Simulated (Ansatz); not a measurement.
## One relaxed cell of CdS at several levels

A database entry relaxed whole under r2SCAN at zero pressure (F-43m, No. 216):

```
CELL_PARAMETERS angstrom
0.00000 2.93990 2.93990
2.93990 0.00000 2.93990
2.93990 2.93990 0.00000
ATOMIC_POSITIONS crystal
Cd 0.00000 0.00000 0.00000
S 0.25000 0.25000 0.25000
```

Its volume is 25.41 Å³ an atom, +2.4 % against the entry's 24.81, which is old or was flagged in a check.

Single points on this cell with plane-wave PAW DFT (Ansatz 0.2.0; r2SCAN 500 eV, hybrids 420 eV; fermi-dirac occupations of width 0.020 eV; no moments): r2SCAN on a 8×8×8 Γ-centred mesh; HSE06 on a 8×8×8 Γ-centred mesh; PBE0 on a 8×8×8 Γ-centred mesh.

Task: What does each level give for gap and charges?

Result: The runs give:

```tsv
level	gap (eV), or kind	pressure (GPa)	Bader charge of Cd (e)	Bader charge of S (e)
r2SCAN	1.54	0.0	+0.94	-0.94
HSE06	2.10	0.2	+0.94	-0.94
PBE0	2.73	0.0	+0.94	-0.94
```

Under r2SCAN the gap is 1.54 eV, over mesh and band path. HSE06 moves it by +0.57 eV and PBE0 by +1.20 eV; PBE0 keeps its exact exchange at long range, which widens the gap over HSE06's by 0.63 eV on their common mesh.

Caveats: the relaxation kept the start's symmetry; HSE06 is read on its mesh and at the zone's corners, PBE0 on its mesh alone; hybrid pressures are good to a few tenths of a GPa; no spin-orbit coupling, which narrows gaps of heavier elements; pressure is positive in compression.
